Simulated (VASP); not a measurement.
# How U changes MnS, part 2 of 3

Aim: follow the moments and the gap of MnS as U grows. The start is a cell from a database of measured crystal structures.

VASP 6.6.1, plane waves and PAW; the level of theory is named at each step.

Still holding for the runs below: The magnetic state follows from one typed start and may not be the lowest.

So far, gap on the k-mesh (eV): step 3 (series over U, start order AFM, U 0) 0.868.

The database entry behind the starting cell differs from later determinations by our own check (an axis about 0.2 % short against later determinations), so it need not match the best structure at ambient conditions.

### 4. Series over U, start order fm, U 2

This step: PBE, DFT+U (Mn d 2 eV), spin-polarised from a ferromagnetic start; plane waves and PAW (Mn_pv, S) (VASP 6.6.1).

File INCAR:

```
SYSTEM = MnS
PREC = Accurate
ENCUT = 350
EDIFF = 1E-06
NELM = 150
ISMEAR = 0
SIGMA = 0.05
LREAL = .FALSE.
ALGO = Normal
GGA = PE
NBANDS = 28
ISPIN = 2
MAGMOM = 4 4 0 0
LDAU = .TRUE.
LDAUTYPE = 2
LDAUL = 2 -1
LDAUU = 2 0
LDAUJ = 0 0
LDAUPRINT = 1
LASPH = .TRUE.
LMAXMIX = 4
LORBIT = 11
LWAVE = .FALSE.
LCHARG = .FALSE.
AMIX = 0.2
BMIX = 1E-04
AMIX_MAG = 0.8
BMIX_MAG = 1E-04
NEDOS = 1200
```

File POSCAR:

```
MnS
1.0
    0.0000000000      2.6045000000      2.6045000000
    2.6045000000      0.0000000000      2.6045000000
    5.2090000000      5.2090000000      0.0000000000
Mn S
2 2
Direct
    0.0000000000      0.0000000000      0.0000000000
    0.0000000000      0.0000000000      0.5000000000
    0.5000000000      0.5000000000      0.2500000000
    0.5000000000      0.5000000000      0.7500000000
```

File KPOINTS:

```
Automatic mesh
0
Gamma
6 6 6
0 0 0
```

PAW data sets: Mn_pv and S (PBE family, release 64).

Started as:

```console
$ mpirun -np 1 vasp_std
```

The program printed:

```text
[... set-up lines as in an earlier step ...]
 entering main loop
       N       E                     dE             d eps       ncg     rms          rms(c)
DAV:   1     0.310900360913E+03    0.31090E+03   -0.17312E+04  4048   0.112E+03
DAV:   2    -0.518461018723E+01   -0.31608E+03   -0.29978E+03  3732   0.346E+02
DAV:   3    -0.269035170821E+02   -0.21719E+02   -0.21342E+02  4120   0.971E+01
DAV:   4    -0.274130860002E+02   -0.50957E+00   -0.50793E+00  4068   0.149E+01
[...]
DAV:  14    -0.268741725245E+02    0.25086E-05   -0.78366E-05  3932   0.704E-02    0.839E-02
DAV:  15    -0.268741784240E+02   -0.58995E-05   -0.31434E-05  3720   0.330E-02    0.141E-02
DAV:  16    -0.268741782921E+02    0.13193E-06   -0.17954E-06  3036   0.966E-03
   1 F= -.26874178E+02 E0= -.26873684E+02  d E =-.987681E-03  mag=     9.9534
```

It took 34 s on 1 MPI rank of Intel Xeon 6975P-C (Granite Rapids), shared host; peak memory 0.21 GiB.

Parts of OUTCAR (step 4):

```text
  Total        0.9187902      0.9187902      0.9187902     -0.0041105      0.0041105      0.0041105
  in kB       20.8302211     20.8302211     20.8302211     -0.0931909      0.0931909      0.0931909
  external PRESSURE =      20.8302211 kB  Pullay stress =       0.0000000 kB

 POSITION                                       TOTAL-FORCE (eV/Angst)
 -----------------------------------------------------------------------------------
      0.00000      0.00000      0.00000         0.000000      0.000000      0.000000
      2.60450      2.60450      0.00000         0.000000      0.000000      0.000000
      2.60450      2.60450      2.60450        -0.000000     -0.000000     -0.000000
      5.20900      5.20900      2.60450         0.000000      0.000000     -0.000000
 -----------------------------------------------------------------------------------
    total drift:                                0.000000      0.000000     -0.000000

  FREE ENERGIE OF THE ION-ELECTRON SYSTEM (eV)
  ---------------------------------------------------
  free  energy   TOTEN  =       -26.8741782921 eV

  energy  without entropy=      -26.8731906115  energy(sigma->0) =      -26.87368445

 magnetization (x)
# of ion       s       p       d       tot
------------------------------------------
    1        0.050   0.039   4.411   4.500
    2        0.050   0.039   4.411   4.500
    3        0.024   0.092   0.000   0.116
    4        0.024   0.092   0.000   0.116
--------------------------------------------------
tot          0.149   0.262   8.822   9.233

[... 2 parts as in an earlier step ...]

[... 1 further part left out ...]
[key lines of the parts left out:]
E-fermi :   6.6884
```

Energy at zero smearing: -26.87368 eV.

The run ends at a pressure of 2.08 GPa.

### 5. Series over U, start order AFM, U 2

This step: PBE, DFT+U (Mn d 2 eV), spin-polarised from an antiferromagnetic start; plane waves and PAW (Mn_pv, S) (VASP 6.6.1).

Changes to INCAR since step 4:

```diff
@@ -12,3 +12,3 @@
 ISPIN = 2
-MAGMOM = 4 4 0 0
+MAGMOM = 4 -4 0 0
 LDAU = .TRUE.
```

POSCAR is that of step 4.

KPOINTS is that of step 4.

Started as:

```console
$ mpirun -np 1 vasp_std
```

The program printed:

```text
[... set-up lines as in an earlier step ...]
 entering main loop
       N       E                     dE             d eps       ncg     rms          rms(c)
DAV:   1     0.312002233417E+03    0.31200E+03   -0.17219E+04  4024   0.112E+03
DAV:   2    -0.488865387090E+01   -0.31689E+03   -0.30431E+03  3704   0.348E+02
DAV:   3    -0.270963122489E+02   -0.22208E+02   -0.21884E+02  4112   0.988E+01
DAV:   4    -0.276168909138E+02   -0.52058E+00   -0.51920E+00  4160   0.153E+01
[...]
DAV:  14    -0.270846072543E+02   -0.10859E-04   -0.44284E-05  4204   0.466E-02    0.349E-02
DAV:  15    -0.270846114676E+02   -0.42133E-05   -0.11923E-05  3924   0.229E-02    0.693E-03
DAV:  16    -0.270846116479E+02   -0.18036E-06   -0.78902E-07  2244   0.707E-03
   1 F= -.27084612E+02 E0= -.27084612E+02  d E =-.154072E-10  mag=     0.0000
```

The job ended after 33 s (1 MPI rank; peak memory 0.21 GiB).

From OUTCAR (step 5):

```text
  Total       -0.0378110     -0.0378110     -0.0378110     -0.0941761      0.0941761      0.0941761
  in kB       -0.8572264     -0.8572264     -0.8572264     -2.1351006      2.1351006      2.1351006
  external PRESSURE =      -0.8572264 kB  Pullay stress =       0.0000000 kB

 POSITION                                       TOTAL-FORCE (eV/Angst)
 -----------------------------------------------------------------------------------
      0.00000      0.00000      0.00000        -0.000000     -0.000000      0.000000
      2.60450      2.60450      0.00000         0.000000      0.000000      0.000000
      2.60450      2.60450      2.60450        -0.000000     -0.000000     -0.000000
      5.20900      5.20900      2.60450        -0.000000      0.000000     -0.000000
 -----------------------------------------------------------------------------------
    total drift:                                0.000000      0.000000     -0.000000

  FREE ENERGIE OF THE ION-ELECTRON SYSTEM (eV)
  ---------------------------------------------------
  free  energy   TOTEN  =       -27.0846116479 eV

  energy  without entropy=      -27.0846116479  energy(sigma->0) =      -27.08461165

 magnetization (x)
# of ion       s       p       d       tot
------------------------------------------
    1        0.022   0.018   4.343   4.383
    2       -0.022  -0.018  -4.343  -4.383
    3        0.000   0.000   0.000   0.000
    4        0.000   0.000   0.000   0.000
--------------------------------------------------
tot          0.000   0.000   0.000   0.000

[... 2 parts as in an earlier step ...]

[... 1 further part left out ...]
[key lines of the parts left out:]
E-fermi :   6.1771
```

Spin moment in the PAW sphere by atom:

```
atom  spin moment in the PAW sphere (μB)
 Mn1                                4.38
 Mn2                               -4.38
  S3                                0.00
  S4                                0.00
```

Energy at zero smearing: -27.08461 eV.

The run ends at a pressure of -0.09 GPa.

### 6. Series over U, start order fm, U 3

This step: PBE, DFT+U (Mn d 3 eV), spin-polarised from a ferromagnetic start; plane waves and PAW (Mn_pv, S) (VASP 6.6.1).

Changes to INCAR since step 5:

```diff
@@ -12,3 +12,3 @@
 ISPIN = 2
-MAGMOM = 4 -4 0 0
+MAGMOM = 4 4 0 0
 LDAU = .TRUE.
@@ -16,3 +16,3 @@
 LDAUL = 2 -1
-LDAUU = 2 0
+LDAUU = 3 0
 LDAUJ = 0 0
```

POSCAR is that of step 5.

KPOINTS is that of step 5.

Started as:

```console
$ mpirun -np 1 vasp_std
```

The program printed:

```text
[... set-up lines as in an earlier step ...]
 entering main loop
       N       E                     dE             d eps       ncg     rms          rms(c)
DAV:   1     0.312841124470E+03    0.31284E+03   -0.17322E+04  4048   0.112E+03
DAV:   2    -0.376829059899E+01   -0.31661E+03   -0.29994E+03  3732   0.346E+02
DAV:   3    -0.254507921695E+02   -0.21683E+02   -0.21308E+02  4144   0.970E+01
DAV:   4    -0.259547677532E+02   -0.50398E+00   -0.50250E+00  4060   0.148E+01
[...]
DAV:  14    -0.263607143072E+02    0.57408E-06   -0.80096E-05  3884   0.622E-02    0.644E-02
DAV:  15    -0.263607183204E+02   -0.40132E-05   -0.23995E-05  4324   0.287E-02    0.179E-02
DAV:  16    -0.263607179114E+02    0.40894E-06   -0.41194E-06  3592   0.123E-02
   1 F= -.26360718E+02 E0= -.26360709E+02  d E =-.184681E-04  mag=     9.9999
```

The job ended after 33 s (1 MPI rank; peak memory 0.21 GiB).

OUTCAR, selected parts (step 6):

```text
  Total        1.4416934      1.4416934      1.4416934     -0.0053602      0.0053602      0.0053602
  in kB       32.6851453     32.6851453     32.6851453     -0.1215241      0.1215241      0.1215241
  external PRESSURE =      32.6851453 kB  Pullay stress =       0.0000000 kB

 POSITION                                       TOTAL-FORCE (eV/Angst)
 -----------------------------------------------------------------------------------
      0.00000      0.00000      0.00000        -0.000000     -0.000000     -0.000000
      2.60450      2.60450      0.00000         0.000000      0.000000      0.000000
      2.60450      2.60450      2.60450        -0.000000     -0.000000     -0.000000
      5.20900      5.20900      2.60450         0.000000      0.000000     -0.000000
 -----------------------------------------------------------------------------------
    total drift:                                0.000000      0.000000     -0.000000

  FREE ENERGIE OF THE ION-ELECTRON SYSTEM (eV)
  ---------------------------------------------------
  free  energy   TOTEN  =       -26.3607179114 eV

  energy  without entropy=      -26.3606994433  energy(sigma->0) =      -26.36070868

 magnetization (x)
# of ion       s       p       d       tot
------------------------------------------
    1        0.049   0.039   4.465   4.553
    2        0.049   0.039   4.465   4.553
    3        0.022   0.080   0.000   0.102
    4        0.022   0.080   0.000   0.102
--------------------------------------------------
tot          0.144   0.237   8.930   9.311

[... 2 parts as in an earlier step ...]

[... 1 further part left out ...]
[key lines of the parts left out:]
E-fermi :   6.6578
```

The density of states is cut at 5.3 eV, since the bands computed begin to run out above.

Energy at zero smearing: -26.36071 eV.

### 7. Series over U, start order AFM, U 3

This step: PBE, DFT+U (Mn d 3 eV), spin-polarised from an antiferromagnetic start; plane waves and PAW (Mn_pv, S) (VASP 6.6.1).

Changes to INCAR since step 6:

```diff
@@ -12,3 +12,3 @@
 ISPIN = 2
-MAGMOM = 4 4 0 0
+MAGMOM = 4 -4 0 0
 LDAU = .TRUE.
```

POSCAR is that of step 6.

KPOINTS is that of step 6.

Started as:

```console
$ mpirun -np 1 vasp_std
```

The program printed:

```text
[... set-up lines as in an earlier step ...]
 entering main loop
       N       E                     dE             d eps       ncg     rms          rms(c)
DAV:   1     0.313948934110E+03    0.31395E+03   -0.17225E+04  4024   0.112E+03
DAV:   2    -0.349687213860E+01   -0.31745E+03   -0.30490E+03  3704   0.349E+02
DAV:   3    -0.256548254246E+02   -0.22158E+02   -0.21843E+02  4112   0.989E+01
DAV:   4    -0.261727613733E+02   -0.51794E+00   -0.51658E+00  4180   0.154E+01
[...]
DAV:  14    -0.265179078629E+02   -0.15289E-04   -0.30025E-05  4036   0.596E-02    0.382E-02
DAV:  15    -0.265179131407E+02   -0.52778E-05   -0.20067E-05  4256   0.304E-02    0.126E-02
DAV:  16    -0.265179131656E+02   -0.24955E-07   -0.84962E-07  2320   0.730E-03
   1 F= -.26517913E+02 E0= -.26517913E+02  d E =-.116159E-10  mag=    -0.0000
```

Wall time 36 s (1 MPI rank); peak memory 0.21 GiB.

OUTCAR, selected parts (step 7):

```text
  Total        0.5528516      0.5528516      0.5528516     -0.0896807      0.0896807      0.0896807
  in kB       12.5338960     12.5338960     12.5338960     -2.0331831      2.0331831      2.0331831
  external PRESSURE =      12.5338960 kB  Pullay stress =       0.0000000 kB

 POSITION                                       TOTAL-FORCE (eV/Angst)
 -----------------------------------------------------------------------------------
      0.00000      0.00000      0.00000         0.000000     -0.000000      0.000000
      2.60450      2.60450      0.00000         0.000000      0.000000      0.000000
      2.60450      2.60450      2.60450        -0.000000      0.000000     -0.000000
      5.20900      5.20900      2.60450        -0.000000     -0.000000     -0.000000
 -----------------------------------------------------------------------------------
    total drift:                                0.000000      0.000000     -0.000000

  FREE ENERGIE OF THE ION-ELECTRON SYSTEM (eV)
  ---------------------------------------------------
  free  energy   TOTEN  =       -26.5179131656 eV

  energy  without entropy=      -26.5179131656  energy(sigma->0) =      -26.51791317

 magnetization (x)
# of ion       s       p       d       tot
------------------------------------------
    1        0.024   0.019   4.407   4.450
    2       -0.024  -0.019  -4.407  -4.450
    3        0.000   0.000   0.000   0.000
    4        0.000   0.000   0.000   0.000
--------------------------------------------------
tot          0.000   0.000   0.000   0.000

[... 2 parts as in an earlier step ...]

[... 1 further part left out ...]
[key lines of the parts left out:]
E-fermi :   6.0917
```

Spin moment in the PAW sphere by atom:

| atom | spin moment in the PAW sphere (μB) |
| --- | --- |
| Mn1 | 4.45 |
| Mn2 | -4.45 |
| S3 | 0.00 |
| S4 | 0.00 |

The density of states holds every band computed, so its fall toward the upper end of the range is no gap.

Energy at zero smearing: -26.51791 eV.

### 8. Series over U, start order fm, U 6

This step: PBE, DFT+U (Mn d 6 eV), spin-polarised from a ferromagnetic start; plane waves and PAW (Mn_pv, S) (VASP 6.6.1).

Changes to INCAR since step 7:

```diff
@@ -12,3 +12,3 @@
 ISPIN = 2
-MAGMOM = 4 -4 0 0
+MAGMOM = 4 4 0 0
 LDAU = .TRUE.
@@ -16,3 +16,3 @@
 LDAUL = 2 -1
-LDAUU = 3 0
+LDAUU = 6 0
 LDAUJ = 0 0
```

POSCAR is that of step 7.

KPOINTS is that of step 7.

Started as:

```console
$ mpirun -np 1 vasp_std
```

The program printed:

```text
[... set-up lines as in an earlier step ...]
 entering main loop
       N       E                     dE             d eps       ncg     rms          rms(c)
DAV:   1     0.318444546905E+03    0.31844E+03   -0.17351E+04  4048   0.113E+03
DAV:   2     0.393523347982E+00   -0.31805E+03   -0.30096E+03  3744   0.347E+02
DAV:   3    -0.212073917696E+02   -0.21601E+02   -0.21230E+02  4192   0.970E+01
DAV:   4    -0.217030881492E+02   -0.49570E+00   -0.49405E+00  4116   0.147E+01
[...]
DAV:  14    -0.250389610994E+02   -0.27597E-04   -0.12241E-04  4004   0.814E-02    0.743E-02
DAV:  15    -0.250389624187E+02   -0.13193E-05   -0.19543E-05  4148   0.388E-02    0.355E-02
DAV:  16    -0.250389623038E+02    0.11490E-06   -0.26438E-06  3432   0.137E-02
   1 F= -.25038962E+02 E0= -.25038962E+02  d E =-.290826E-14  mag=    10.0000
```

Run time: 35 s. Hardware: 1 MPI rank; peak memory 0.21 GiB.

OUTCAR, selected parts (step 8):

```text
  Total        2.3831910      2.3831910      2.3831910     -0.0055009      0.0055009      0.0055009
  in kB       54.0301738     54.0301738     54.0301738     -0.1247136      0.1247136      0.1247136
  external PRESSURE =      54.0301738 kB  Pullay stress =       0.0000000 kB

 POSITION                                       TOTAL-FORCE (eV/Angst)
 -----------------------------------------------------------------------------------
      0.00000      0.00000      0.00000         0.000000      0.000000     -0.000000
      2.60450      2.60450      0.00000         0.000000      0.000000      0.000000
      2.60450      2.60450      2.60450         0.000000      0.000000     -0.000000
      5.20900      5.20900      2.60450        -0.000000     -0.000000      0.000000
 -----------------------------------------------------------------------------------
    total drift:                                0.000000      0.000000     -0.000000

  FREE ENERGIE OF THE ION-ELECTRON SYSTEM (eV)
  ---------------------------------------------------
  free  energy   TOTEN  =       -25.0389623038 eV

  energy  without entropy=      -25.0389623038  energy(sigma->0) =      -25.03896230

 magnetization (x)
# of ion       s       p       d       tot
------------------------------------------
    1        0.047   0.037   4.573   4.657
    2        0.047   0.037   4.573   4.657
    3        0.017   0.039   0.000   0.056
    4        0.017   0.039   0.000   0.056
--------------------------------------------------
tot          0.129   0.152   9.146   9.427

[... 2 parts as in an earlier step ...]

[... 1 further part left out ...]
[key lines of the parts left out:]
E-fermi :   6.4726
```

Spin moment in the PAW sphere by atom:

```csv
atom,spin moment in the PAW sphere (μB)
Mn1,4.66
Mn2,4.66
S3,0.06
S4,0.06
```

Energy at zero smearing: -25.03896 eV.

The run ends at a pressure of 5.40 GPa.

### 9. Series over U, start order AFM, U 6

This step: PBE, DFT+U (Mn d 6 eV), spin-polarised from an antiferromagnetic start; plane waves and PAW (Mn_pv, S) (VASP 6.6.1).

Changes to INCAR since step 8:

```diff
@@ -12,3 +12,3 @@
 ISPIN = 2
-MAGMOM = 4 4 0 0
+MAGMOM = 4 -4 0 0
 LDAU = .TRUE.
```

POSCAR is that of step 8.

KPOINTS is that of step 8.

Started as:

```console
$ mpirun -np 1 vasp_std
```

The program printed:

```text
[... set-up lines as in an earlier step ...]
 entering main loop
       N       E                     dE             d eps       ncg     rms          rms(c)
DAV:   1     0.319854880355E+03    0.31985E+03   -0.17244E+04  4016   0.112E+03
DAV:   2     0.685569492626E+00   -0.31917E+03   -0.30683E+03  3700   0.350E+02
DAV:   3    -0.214165310021E+02   -0.22102E+02   -0.21820E+02  4156   0.990E+01
DAV:   4    -0.219165429493E+02   -0.50001E+00   -0.49896E+00  4136   0.152E+01
[...]
DAV:  14    -0.250939218200E+02   -0.65665E-04   -0.10385E-04  4012   0.904E-02    0.315E-02
DAV:  15    -0.250939272965E+02   -0.54765E-05   -0.23222E-05  4156   0.424E-02    0.232E-02
DAV:  16    -0.250939274050E+02   -0.10852E-06   -0.36216E-06  4212   0.920E-03
   1 F= -.25093927E+02 E0= -.25093927E+02  d E =-.135472E-10  mag=     0.0000
```

The job ended after 37 s (1 MPI rank; peak memory 0.21 GiB).

Parts of OUTCAR (step 9):

```text
  Total        1.9307935      1.9307935      1.9307935     -0.0792114      0.0792114      0.0792114
  in kB       43.7737072     43.7737072     43.7737072     -1.7958291      1.7958291      1.7958291
  external PRESSURE =      43.7737072 kB  Pullay stress =       0.0000000 kB

 POSITION                                       TOTAL-FORCE (eV/Angst)
 -----------------------------------------------------------------------------------
      0.00000      0.00000      0.00000         0.000000      0.000000     -0.000000
      2.60450      2.60450      0.00000         0.000000     -0.000000     -0.000000
      2.60450      2.60450      2.60450        -0.000000     -0.000000      0.000000
      5.20900      5.20900      2.60450        -0.000000      0.000000      0.000000
 -----------------------------------------------------------------------------------
    total drift:                                0.000000      0.000000     -0.000000

  FREE ENERGIE OF THE ION-ELECTRON SYSTEM (eV)
  ---------------------------------------------------
  free  energy   TOTEN  =       -25.0939274050 eV

  energy  without entropy=      -25.0939274050  energy(sigma->0) =      -25.09392740

 magnetization (x)
# of ion       s       p       d       tot
------------------------------------------
    1        0.027   0.023   4.548   4.598
    2       -0.027  -0.023  -4.548  -4.598
    3        0.000   0.000   0.000   0.000
    4        0.000   0.000   0.000   0.000
--------------------------------------------------
tot          0.000   0.000   0.000   0.000

[... 2 parts as in an earlier step ...]

[... 1 further part left out ...]
[key lines of the parts left out:]
E-fermi :   5.9073
```

Energy at zero smearing: -25.09393 eV.

The run ends at a pressure of 4.38 GPa.

(Continued in part 3 of 3.)

[Lines on the potential files, build, host, timing and source positions are cut from VASP's logs without a mark.]

[Logs are printed without paths, hosts, clocks, repeated set-up lines and the standing remarks that a program may print on its own settings, such as how far it seeks lower states.]

[Hosts, paths, dates, database ids (printed as entryN), source tags and the programs' standing remarks are cut or masked in the printed files.]

[In band tables of VASP the shares of atoms and orbitals are scaled to a sum of 1 inside the atoms' spheres.]

[Runs that stopped without an error message from VASP are left out.]
